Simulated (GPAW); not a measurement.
A run of GPAW 26.7.0 is set up as follows.

run.py

```python
from ase import Atoms
from ase.eos import EquationOfState
from ase.io import Trajectory
from ase.units import GPa
from gpaw import GPAW, PW

atoms = Atoms(['Ge', 'Ge', 'Ge', 'Ge'],
              cell=[[0.0, 2.88574, 5.115665],
                    [2.630497, 0.0, 5.115665],
                    [2.630497, 2.88574, 0.0]],
              scaled_positions=[[0.72649, 0.27351, 0.72649],
                                [0.27351, 0.72649, 0.27351],
                                [0.218133, 0.218133, 0.781867],
                                [0.781867, 0.781867, 0.218133]],
              pbc=True)

traj = Trajectory('eos.traj', 'w')
volumes, energies = [], []
for x in [0.94, 0.96, 0.98, 1.0, 1.02, 1.04, 1.06]:
    a = atoms.copy()
    a.set_cell(atoms.cell * x**(1 / 3), scale_atoms=True)
    calc = GPAW(mode=PW(600),
                xc='LDA',
                kpts={'size': (6, 6, 6), 'gamma': True},
                occupations={'name': 'fermi-dirac', 'width': 0.05},
                nbands=18,
                convergence={'density': 1e-05, 'energy': 1e-05},
                maxiter=150,
                txt=f'eos-{x:.2f}.txt')
    a.calc = calc
    energies.append(a.get_potential_energy(force_consistent=True))
    volumes.append(a.get_volume())
    p = -a.get_stress()[:3].mean() / GPa
    calc.write(f'eos-{x:.2f}.gpw')
    traj.write(a)
    print(f'{x:.2f} {volumes[-1]:10.4f} A^3 {energies[-1]:14.6f} eV {p:9.3f} GPa', flush=True)

v0, e0, B = EquationOfState(volumes, energies, eos='birchmurnaghan').fit()
print(f'V0 = {v0:.4f} A^3, E0 = {e0:.6f} eV, B0 = {B / GPa:.2f} GPa')
```

Potentials or basis: the program's PAW data sets (release 1.2.1) made for this functional, pw.

The run is started by

```console
$ OMP_NUM_THREADS=1 python run.py
```

(1) Estimate the bulk modulus at fixed shape and positions.

(2) Estimate the equilibrium volume.

## Answers

(1) 83 GPa (rough).

(2) 18.08 Å³/atom (rough: see the caveat).

Caveat: the minimum lies outside the volumes run; the cell was scaled at fixed shape and fractional positions, which overstates the stiffness of a crystal with free parameters, most of all of layers and chains; the program warned that so skewed a cell can give wrong results.
